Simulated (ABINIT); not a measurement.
**WS2: single point with PBEsol**

WS2:

```
W S
1.0
     1.57900    0.91164    6.16333
    -1.57900    0.91164    6.16333
     0.00000   -1.82327    6.16333
W S
1 2
Direct
  0.00000 0.00000 0.00000
  0.58100 0.58100 0.58100
  0.75030 0.75030 0.75030
```

Measurements of this composition are mostly on another form, of space group No. 194.

```
Program             : ABINIT 10.8.3 (patched build)
Task                : single point
Functional          : PBEsol
Potentials or basis : PseudoDojo NC SR PBEsol v0.4.1 standard
Cutoff              : 844 eV
k mesh              : 8 × 8 × 8
Occupations         : fermi-dirac, width 0.05 eV
Spin                : no spin polarisation
```

| Property | Result |
| --- | --- |
| Pressure | -0.7 GPa |
| Largest force | 0.599 eV/Å |
| Band gap on the k mesh | 1.12 eV, indirect (least direct gap 2.29 eV) |
| Valence electrons inside the program's atomic spheres | W 10.16; S 3.94, 3.96 |

Forces in eV/Å, atoms in the order of the input:
```
W    0.000  0.000 -0.599
S    0.000  0.000  0.363
S    0.000  0.000  0.236
```

Stress tensor (GPa, compression positive):
```
-1.00  0.00  0.00
 0.00 -1.00  0.00
 0.00  0.00  0.02
```

Levels at points of the mesh, in eV from the valence-band top:
```
           k point  band 11  band 12  band 13  band 14  band 15  band 16
(0.00, 0.00, 0.00)    -2.30    -1.57    -1.23     2.17     2.17     2.54
(0.50, 0.00, 0.00)    -2.57    -1.81    -1.74     2.29     2.57     3.56
(0.50, 0.50, 0.00)    -3.18    -2.01    -1.56     2.24     2.69     3.17
(0.50, 0.50, 0.50)    -2.27    -2.27     0.00     2.29     2.29     2.38
```

Run time: 2.1 min on 4 MPI ranks on AMD EPYC 7R43 64-Core Processor (Zen 3) (shared host), peak memory 0.6 GiB a rank.

Caveat: the cutoff is short for stress, so the pressure is rough; spin-orbit coupling is left out, which moves the levels of the heavy elements. A k mesh can miss the band edges.
